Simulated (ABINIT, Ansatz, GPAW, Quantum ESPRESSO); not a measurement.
# The band gap of TiO2, sorted by core time

```cif
data_structure
_symmetry_space_group_name_H-M 'P4_2/mnm'
_symmetry_Int_Tables_number 136
_cell_length_a 4.5998
_cell_length_b 4.5998
_cell_length_c 2.9592
_cell_angle_alpha 90.000
_cell_angle_beta 90.000
_cell_angle_gamma 90.000
_cell_volume 62.61
loop_
_atom_site_label
_atom_site_type_symbol
_atom_site_symmetry_multiplicity
_atom_site_Wyckoff_symbol
_atom_site_fract_x
_atom_site_fract_y
_atom_site_fract_z
_atom_site_occupancy
Ti1 Ti 2 b 0.00000 0.00000 0.50000 1
O1 O 4 g 0.30432 0.30432 0.50000 1
```

| rung | level | program and potentials | cutoff (eV) | k mesh | core time | chip | band gap (eV) | miss (eV) | notes |
| --- | --- | --- | --- | --- | --- | --- | --- | --- | --- |
| GGA | PBEsol | Ansatz, all-electron LAPW, scalar-relativistic | - | 6 × 6 × 9 | 33 s | AMD EPYC 9R45 Zen 5 | (a) | ? | - |
| GGA | PBE | Ansatz, all-electron LAPW, scalar-relativistic | - | 6 × 6 × 9 | 37 s | AMD EPYC 9R45 Zen 5 | 1.86 | -1.19 | - |
| LDA | LDA | GPAW, the program's PAW data sets (release 1.2.1) made for this functional | 800 | 4 × 4 × 6 | 74 s | Intel Xeon 6975P-C Granite Rapids | 1.79 | -1.26 | coarse mesh |
| GGA | BP86 | GPAW, PAW data sets generated for this functional | 800 | 4 × 4 × 6 | 90 s | Intel Xeon 6975P-C Granite Rapids | 1.86 | -1.19 | coarse mesh |
| GGA | BLYP | GPAW, PAW data sets generated for this functional | 800 | 4 × 4 × 6 | 2.1 min | Intel Xeon Platinum 8488C Sapphire Rapids | 1.88 | -1.17 | coarse mesh |
| LDA | LDA | Quantum ESPRESSO, GBRV 1.5 LDA | 612 | 6 × 6 × 9 | 2.2 min | Arm Neoverse V2 | 1.78 | -1.27 | - |
| GGA | RPBE | GPAW, the program's PAW data sets (release 1.2.1) made for this functional | 800 | 4 × 4 × 6 | 2.3 min | Intel Xeon Platinum 8488C Sapphire Rapids | 1.91 | -1.14 | coarse mesh |
| non-local van der Waals functional | C09-vdW | GPAW, GPAW PAW data sets (gpaw-data 1.2.1) | 800 | 4 × 4 × 6 | 2.3 min | AMD EPYC 7B13 Zen 3 | 1.84 | -1.21 | coarse mesh; potentials made for PBE |
| LDA | LDA | GPAW, PAW data sets generated for this functional | 800 | 4 × 4 × 6 | 2.3 min | Intel Xeon Platinum 8488C Sapphire Rapids | 1.79 | -1.26 | coarse mesh |
| GGA + U (3 eV) | PBEsol+U (Ti d U = 3 eV) | GPAW, PAW data sets generated for this functional | 800 | 4 × 4 × 7 | 2.8 min | Arm Neoverse V2 | 2.30 | -0.75 | - |
| LDA | LDA | ABINIT, JTH PAW LDA v2.0 | 626 | 6 × 6 × 9 | 2.8 min | Intel Xeon 6975P-C Granite Rapids | (b) | ? | - |
| GGA + U (2 eV) | PBEsol+U (Ti d U = 2 eV) | GPAW, PAW data sets generated for this functional | 800 | 4 × 4 × 7 | 2.8 min | Arm Neoverse V2 | 2.14 | -0.91 | - |
| GGA + U (6 eV) | PBEsol+U (Ti d U = 6 eV) | GPAW, PAW data sets generated for this functional | 800 | 4 × 4 × 7 | 2.9 min | Arm Neoverse V2 | 2.81 | -0.24 | - |
| GGA + U (1 eV) | PBEsol+U (Ti d U = 1 eV) | GPAW, PAW data sets generated for this functional | 800 | 4 × 4 × 7 | 2.9 min | Arm Neoverse V2 | 1.98 | -1.07 | - |
| meta-GGA | r4SCAN | GPAW, GPAW PAW data sets (gpaw-data 1.2.1) | 800 | 4 × 4 × 6 | 4.3 min | AMD EPYC 7B13 Zen 3 | 2.24 | -0.81 | coarse mesh; potentials made for PBE |
| GGA | PBE | ABINIT, JTH PAW PBE v2.0 | 626 | 6 × 6 × 9 | 5.1 min | Arm Neoverse V1 | 1.86 | -1.19 | - |

Times are single runs on shared hosts and different chips, so they are rough; meshes, cutoffs and the tasks' sizes weigh on the time. Task: band structure. All rows: no spin polarisation. Gaps are the least found on the k mesh or the band path, and a mesh can miss the band edges. Meshes differ between rows, which moves values too. All levels ran on this one cell, unrelaxed unless noted. Meshes are those of the run's cell of 6 atoms unless a note names another. Misses use the values as printed. Runs on faulty files, with rough fits or with known faults for this quantity aren't shown. No row holds spin-orbit coupling.

Measured: 3.05 eV at 300 K (a printed reference work). The runs are for a static lattice.

Estimate the values left out from the other rows.

(a) 1.82 eV, miss -1.23; (b) 1.77 eV, miss -1.28.
